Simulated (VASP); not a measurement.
Crystal: ZnCu2SnSe4.

```xyz
8
Lattice="-2.8856 2.8856 5.7398 2.8856 -2.8856 5.7398 2.8856 2.8856 -5.7398" Properties=species:S:1:pos:R:3 pbc="T T T"
Zn    0.0000    2.8856    2.8699
Cu    2.8856    0.0000    2.8699
Cu    0.0000    0.0000    0.0000
Sn    0.0000    0.0000    5.7398
Se    1.5381    1.4990    4.2477
Se    1.3475    1.3866   -1.4921
Se   -1.4990    1.5381    7.2320
Se    4.3846    1.3475    1.4921
```

The cell comes from a database or a generator and needn't be the stable form of this composition.

* Program: VASP 6.6.1
* Task: relaxation of cell and atoms
* Functional: PBEsol
* Potentials or basis: VASP PAW PBE potentials, release 64 (Zn, Cu, Sn_d, Se)
* Cutoff: 600 eV
* k mesh: 10 × 10 × 10
* Occupations: methfessel-paxton, width 0.1 eV
* Spin: no spin polarisation

At the start: pressure -2.9 GPa; volume 23.90 Å³/atom.

Q: How do energy, volume and symmetry change on relaxing?

A: Over 8 steps the energy falls by 11.9 meV/atom and the volume is 22.73 Å³/atom (-4.9 %); space group I-4 (No. 82, to 0.05 Å).

The path:
```
step  energy change (eV)  largest force (eV/Å)  pressure (GPa)  volume (Å³)
   1              0.0000                0.1306           -2.87       191.18
   2             -0.0828                0.1828            0.93       179.59
   3             -0.0890                0.1702            0.06       181.87
   4             -0.0933                0.0976            0.02       181.79
   5             -0.0954                0.0202           -0.01       181.67
   6             -0.0954                0.0130            0.05       181.68
   7             -0.0954                0.0123            0.04       181.69
   8             -0.0955                0.0069           -0.03       181.86
```

Final structure:
```xyz
8
Lattice="-2.8352 2.8352 5.6559 2.8352 -2.8352 5.6559 2.8352 2.8352 -5.6559" Properties=species:S:1:pos:R:3 pbc="T T T"
Zn    0.0000    2.8352    2.8279
Cu    2.8352    0.0000    2.8279
Cu    0.0000    0.0000    0.0000
Sn    0.0000    0.0000    5.6559
Se    1.5328    1.4772    4.1776
Se    1.3024    1.3580   -1.4782
Se   -1.4772    1.5328    7.1341
Se    4.3124    1.3024    1.4782
```

Caveat: the PAW data sets were made with another functional, which shifts forces and pressure a little.
